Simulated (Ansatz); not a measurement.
# Cd: pressure up to the limit of the methods

How does Cd (simple hexagonal type) answer strong compression? Methods of the runs shown: PAW.

Method: DFT PBE, with the methods named in each step, in Ansatz 0.2.0.

## Step 1: The structure to begin with

The structure is hexagonal, space group P6/mmm (No. 191). The conventional cell has a = 3.091 Å, b = 3.091 Å, c = 2.905 Å, α = 90.00°, β = 90.00°, γ = 120.00°. Cd (site symmetry 6/mmm) is surrounded by 8 Cd at 2.91 to 3.09 Å.

Coordinates:

```xyz
1
Lattice="3.0905 0.0000 0.0000 -1.5453 2.6765 0.0000 0.0000 0.0000 2.9051" Properties=species:S:1:pos:R:3 pbc="T T T"
Cd    0.0000    0.0000    0.0000
```

Whether this phase is the stable one at these pressures isn't tested.

## Step 2: Cell relaxed at zero pressure, PAW

File input.yaml:

```yaml
crystal:
  lattice:
    - [3.0905317363, 0.0, 0.0]
    - [-1.5452658682, 2.6764789948, 0.0]
    - [0.0, 0.0, 2.9050998321]
  atoms:
    - { symbol: Cd, position: [0.0, 0.0, 0.0] }
kpoints:
  mp_grid: { grid: [14, 14, 13] }
scf:
  occupations: { method: fermi_dirac, width: 0.1 }
hamiltonian:
  xc: pbe
  pseudopotentials: { kind: paw }
output:
  forces: true
  stress: true
relax:
  f_tol: 0.005
  max_steps: 40
  cell: {}
```

The run is started by

```
$ ansatz run input.yaml --threads 1 --pin off --max-ram 2048MiB --backend cpu --events-out ev --progress --plain --runs-dir out
```

After this run come: Volume scaled by 1, PAW; Shape and atoms relaxed at 0.92 of the volume, PAW; Volume scaled by 0.92, PAW; Shape and atoms relaxed at 0.84 of the volume, PAW; Volume scaled by 0.84, PAW; Shape and atoms relaxed at 0.76 of the volume, PAW; Volume scaled by 0.76, PAW; Shape and atoms relaxed at 0.68 of the volume, PAW; Volume scaled by 0.68, PAW; Shape and atoms relaxed at 0.6 of the volume, PAW; Volume scaled by 0.6, PAW; Shape and atoms relaxed at 0.52 of the volume, PAW; Volume scaled by 0.52, PAW; Volume scaled by 0.52, PAW (level accurate); Shape and atoms relaxed at 0.45 of the volume, PAW; Volume scaled by 0.45, PAW; Volume scaled by 0.45, PAW (cutoff 250 eV).

Q: Predict the outcome of this session. Wanted: PAW pressure at 0.45 of the volume; fitted bulk modulus at zero pressure.

As calculated:

| quantity | value |
| --- | --- |
| PAW pressure at 0.45 of the volume | 250.3 GPa |
| PAW (cutoff 250 eV) pressure at 0.45 of the volume | 243.4 GPa |
| fitted bulk modulus at zero pressure (PAW) | 36 GPa |
| its pressure derivative | 5.45 |

What this shows: By PAW the pressure climbs to 250 GPa at 0.45 of the first volume. One third-order Birch-Murnaghan curve follows these points (B₀ = 36 GPa, B′ = 5.45, misfit at most 0.48 GPa). A fit over so wide a range leans to the high pressures, so B₀ can be off by several per cent. No all-electron run checks these rows here, and frozen cores can fail under such compression. The ions are at rest, and the electrons smeared by 0.1 eV.
